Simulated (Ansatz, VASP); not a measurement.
## CoSi: VASP beside Ansatz

INCAR

```
SYSTEM = CoSi
PREC = Accurate ; ENCUT = 520
EDIFF = 1E-7 ; ISMEAR = -1
SIGMA = 0.05 ; LREAL = .FALSE.
LASPH = .TRUE. ; NELM = 150
ALGO = Normal ; ISIF = 2
LWAVE = .FALSE. ; LCHARG = .FALSE.
ISPIN = 2 ; MAGMOM = 2 0
LORBIT = 11 ; LMAXMIX = 4
GGA = PE ; NBANDS = 18
```

KPOINTS

```
regular mesh
0
G
  10 10 10
  0 0 0
```

File POSCAR:

```
CoSi
1.0
    2.7626667664      0.0000000000      0.0000000000
    0.0000000000      2.7626667664      0.0000000000
    0.0000000000      0.0000000000      2.7626667664
Co Si
1 1
Direct
    0.0000000000      0.0000000000      0.0000000000
    0.5000000000      0.5000000000      0.5000000000
```

Contents of input.yaml:

```yaml
crystal:
  lattice:
    - [2.7626667664, 0.0, 0.0]
    - [0.0, 2.7626667664, 0.0]
    - [0.0, 0.0, 2.7626667664]
  atoms:
    - { symbol: Co, position: [0.0, 0.0, 0.0], spin: 2.0 }
    - { symbol: Si, position: [0.5, 0.5, 0.5] }
hamiltonian:
  xc: pbe
  pseudopotentials: { kind: paw }
magnetization:
  spin_polarized: true
kpoints:
  mp_grid: { grid: [10, 10, 10] }
scf:
  occupations: { method: fermi_dirac, width: 0.05 }
output:
  forces: true
  stress: true
  eigenvalues: true
  write_density: true
  write_potential: true
  elf: true
  volumetric_format: npy
```

Change from the starting cell: volume scaled by 0.98.

Alike in both runs: task single point; functional PBE; k mesh 10 × 10 × 10; occupations fermi-dirac, width 0.05 eV; collinear spin, ferromagnetic start.

```csv
,VASP,Ansatz
version,VASP 6.6.1,Ansatz 0.2.0
potentials or method,"VASP PAW PBE potentials, release 64 (Co, Si)",Ansatz PAW
plane-wave cutoff (eV),520,420
valence electrons in the cell,13,21
```

VASP gave:

| Property | Result |
| --- | --- |
| gap on the k mesh at the Fermi level (eV) | none |
| pressure (GPa) | 5.1 |
| net moment per atom (μB) | 0.27 |
| size of the moment on the site where the two differ most (μB) | 0.53 |

Q: What did Ansatz give for the same quantities?

A: gap on the k mesh at the Fermi level (eV): none; pressure (GPa): 5.2; net moment per atom (μB): 0.27; size of the moment on the site where the two differ most (μB): 0.54.

Site moments also hang on the region over which each program counts them. A gap of «none» marks a metal or a gap that the smearing closes. The two sets of potentials don't hold the same shells in valence.
